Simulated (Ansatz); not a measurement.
Crystal: ZnS.

```
CELL_PARAMETERS angstrom
0.00000 2.70200 2.70200
2.70200 0.00000 2.70200
2.70200 2.70200 0.00000
ATOMIC_POSITIONS crystal
Zn 0.75000 0.75000 0.75000
S 0.00000 0.00000 0.00000
```

Base run:

| Item | Value |
| --- | --- |
| Program | Ansatz 0.2.0 |
| Functional | SVWN5 |
| Potentials or basis | Ansatz PAW |
| Cutoff | 420 eV (not typed: the program's choice for these potentials) |
| k mesh | 9 × 9 × 9 |
| Occupations | fermi-dirac, width 0.05 eV |
| Spin | no spin polarisation |

Its results: band gap on the k mesh 1.86 eV, direct; pressure -4.6 GPa.

Problem. After a change of settings the same cell gave: band gap on the k mesh 1.97 eV, direct; pressure -2.0 GPa. Which change was it?
A. functional from SVWN5 to LDA; potentials or basis from Ansatz PAW to JTH PAW LDA; cutoff from 420 eV (not typed: the program's choice for these potentials) to 960 eV
B. functional from SVWN5 to PBE; cutoff from 420 eV (not typed: the program's choice for these potentials) to 350 eV
C. functional from SVWN5 to PBEsol
D. functional from SVWN5 to PBE; k mesh from 9 × 9 × 9 to 15 × 15 × 15

Solution. C.

PBEsol binds less tightly than SVWN5, so the same cell stands under more pressure.

Caveats: the PAW data sets come from PBE, with cores solved anew for the run's functional, which leaves a small shift of forces and pressure.
